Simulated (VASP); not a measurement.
A run of VASP 6.6.1 is set up as follows.

INCAR

```
  PREC = Accurate
  ENCUT = 520
  EDIFF = 1E-7
  ISMEAR = -1
  SIGMA = 0.05
  LREAL = F
  LASPH = T
  NELM = 80
  ALGO = Normal
  ISIF = 2
  LWAVE = F
  LCHARG = F
  GGA = PE
  NBANDS = 16
```

The input KPOINTS:

```
Automatic mesh
0
Gamma
  9 9 7
```

POSCAR

```
AlN
1.0
    3.3121157418      0.0000000000      0.0000000000
   -1.6560578709      2.8683763727      0.0000000000
    0.0000000000      0.0000000000      4.1875630000
Al N
2 2
Direct
    0.6698750000      0.3198000000      0.2522210000
    0.3225800000      0.6714430000      0.7545390000
    0.6734740000      0.3386690000      0.7491070000
    0.3320150000      0.6802010000      0.2459270000
```

Potentials or basis: VASP PAW PBE potentials, release 64 (Al, N).

The run is started by

```bash
$ cat potpaw_PBE.64/Al/POTCAR potpaw_PBE.64/N/POTCAR > POTCAR
$ mpirun -np 1 vasp_std > vasp.out
```

Problem. What does it give for the largest force?

Solution. 1.448 eV/Å.

Problem. Predict the pressure.

Solution. 1.0 GPa.

Problem. Predict the band gap on the k mesh.

Solution. 3.26 eV, direct.

Stress tensor (GPa, compression positive):
```
-2.13  5.11  0.01
 5.11  5.02  0.08
 0.01  0.08  0.25
```

Caveat: an odd mesh through Γ misses points on the zone boundary, where band edges often lie.
